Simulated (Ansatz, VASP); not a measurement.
# Two plane-wave programs on LiCl

```
Cl Li
1.0
     0.00000    2.53011    2.53011
     2.53011    0.00000    2.53011
     2.53011    2.53011    0.00000
Cl Li
1 1
Cartesian
  2.5301 2.5301 2.5301
  0.0000 0.0000 0.0000
```

Alike in both runs: task single point; functional PBE; k mesh 9 × 9 × 9; occupations fermi-dirac, width 0.05 eV; no spin polarisation.

|  | VASP | Ansatz |
| --- | --- | --- |
| version | VASP 6.6.1 | Ansatz 0.2.0 |
| potentials or method | VASP PAW PBE potentials, release 64 (Cl, Li_sv) | Ansatz PAW soft_1 |
| plane-wave cutoff (eV) | 520 | 420 |
| valence electrons in the cell | 10 | 10 |

```csv
,VASP,Ansatz,Ansatz less VASP
gap on the k mesh at the Fermi level (eV),6.58,6.57,-0.009
least direct gap on the mesh (eV),6.58,6.57,-0.009
```

Caveats: an odd mesh through Γ misses points on the zone boundary, where band edges often lie (VASP); odd divisions of the mesh miss points on the zone boundary, where band edges often lie, so the gap on the mesh can be too wide (Ansatz). PBE gaps usually lie below the measured ones, often by a third to a half.
